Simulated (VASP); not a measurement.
# GaAs: single point with PBE

**What was measured.**

“Evidence of valence band perturbations in GaAsN/GaAs(001): A combined variable-angle spectroscopic ellipsometry and modulated photoreflectance investigation”, 2008, arxiv:0805.2212 reports, for a bulk crystal of GaAs at 300 K: band gap 1.418 ± 0.005 eV (direct).

The system is GaAs.

```
As Ga
1.0
     0.00000    2.82685    2.82685
     2.82685    0.00000    2.82685
     2.82685    2.82685    0.00000
As Ga
1 1
Direct
  0.75000 0.75000 0.75000
  0.00000 0.00000 0.00000
```

* Program: VASP 6.6.1
* Task: single point
* Functional: PBE
* Potentials or basis: VASP PAW PBE potentials, release 64 (As, Ga_d)
* Cutoff: 520 eV
* k mesh: 8 × 8 × 8
* Occupations: gaussian, width 0.018 eV
* Spin: no spin polarisation

- Pressure: 3.5 GPa
- Band gap on the k mesh: 0.52 eV, direct

Levels at points of the mesh, in eV from the valence-band top:
```tsv
k point	band 7	band 8	band 9	band 10	band 11	band 12
(0.00, 0.00, 0.00)	0.00	0.00	0.00	0.52	3.73	3.73
(0.50, 0.00, 0.00)	-6.64	-1.14	-1.14	1.00	4.63	4.63
(0.50, 0.50, 0.00)	-6.82	-2.68	-2.68	1.46	1.65	10.17
```

It took 21 s on 1 thread of Intel(R) Xeon(R) Platinum 8488C (Sapphire Rapids), on a shared host, peak memory 0.17 GiB.

Measured gap of GaAs: 1.418 eV (direct; 300 K; “Evidence of valence band perturbations in GaAsN/GaAs(001): A combined variable-angle spectroscopic ellipsometry and modulated photoreflectance investigation”, 2008, arxiv:0805.2212). This calculation gives 0.52 eV (-0.90 eV). 3 values of this kind are on record (1.412 to 1.51 eV); this one was drawn at random among those near their median, those with a stated uncertainty first. Spin-orbit coupling on As, Ga is left out. The value is that of PBE on a finite k mesh, which can miss the band edges, without temperature or zero-point motion. Semilocal functionals fall short of measured gaps as a rule.
